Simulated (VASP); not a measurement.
Input of a VASP 6.6.1 run:

POSCAR

```
Sn
1.0
    0.0000000000      2.4483417270      2.6097766868
    2.0861440771      0.0000000000      2.6097766868
    2.0861440771      2.4483417270      0.0000000000
Sn
1
Direct
    0.0000000000      0.0000000000      0.0000000000
```

INCAR.step1

```
PREC = Accurate
ENCUT = 600
ISMEAR = 0
SIGMA = 0.1
LREAL = F
LASPH = T
NELM = 100
GGA = PE
ALGO = Normal
EDIFF = 1E-4
LWAVE = T
LCHARG = F
```

INCAR.step2

```
PREC = Accurate
ENCUT = 600
EDIFF = 1E-6
ISMEAR = 0
SIGMA = 0.1
LREAL = F
LASPH = T
NELM = 100
ALGO = Normal
ISIF = 3
LWAVE = F
LCHARG = F
METAGGA = R2SCAN
LMIXTAU = T
IBRION = 2
NSW = 90
EDIFFG = -0.04
ISTART = 1
```

The input KPOINTS:

```
regular mesh
0
Gamma
  6 6 6
```

Potentials or basis: VASP PAW PBE potentials, release 64 (Sn_d).

Run with:

```console
$ cat potpaw_PBE.64/Sn_d/POTCAR > POTCAR
$ cp INCAR.step1 INCAR
$ mpirun -np 1 vasp_std > vasp.out
$ cp INCAR.step2 INCAR
$ mpirun -np 1 vasp_std > vasp.out
```

**Question.** Estimate the band gap on the k mesh.

**Answer.** None (metal or under the smearing width).

**Question.** Estimate the relaxed cell.

**Answer.** a = 3.740 Å, b = 3.282 Å, c = 3.263 Å, α = 69.69°, β = 55.39°, γ = 54.91°.

**Question.** Predict the space group after relaxing (to 0.05 Å).

**Answer.** I4/mmm (No. 139).

Step by step:
```tsv
step	energy change (eV)	largest force (eV/Å)	pressure (GPa)	volume (Å³)
1	0.0000	0.0000	1.45	26.66
2	-0.0240	0.0000	-0.99	27.58
3	-0.0248	0.0000	-1.51	27.83
4	-0.0249	0.0000	-1.36	27.77
5	-0.0301	0.0000	-0.25	27.04
6	-0.0301	0.0000	-0.39	27.11
7	-0.0316	0.0000	0.19	26.82
8	-0.0318	0.0000	0.52	26.66
9	-0.0328	0.0000	0.58	26.67
10	-0.0352	0.0000	0.55	26.67
11	-0.0364	0.0000	0.01	26.93
12	-0.0378	0.0000	-0.56	27.29
13	-0.0370	0.0000	-1.88	28.01
14	-0.0386	0.0000	-0.97	27.52
15	-0.0387	0.0000	-1.26	27.67
16	-0.0387	0.0000	-1.13	27.61
17	-0.0390	0.0000	-1.23	27.65
18	-0.0393	0.0000	-1.45	27.76
19	-0.0398	0.0000	-1.37	27.72
20	-0.0412	0.0000	-1.19	27.61
21	-0.0432	0.0000	-0.79	27.38
22	-0.0449	0.0000	0.10	26.93
23	-0.0450	0.0000	0.10	26.93
24	-0.0452	0.0000	0.08	26.95
25	-0.0452	0.0000	0.02	26.97
26	-0.0452	0.0000	0.04	26.96
```

Caveat: the k mesh is coarse (spacing up to 0.39 Å⁻¹), so the values aren't converged; the PAW data sets were made with another functional, which shifts forces and pressure a little.
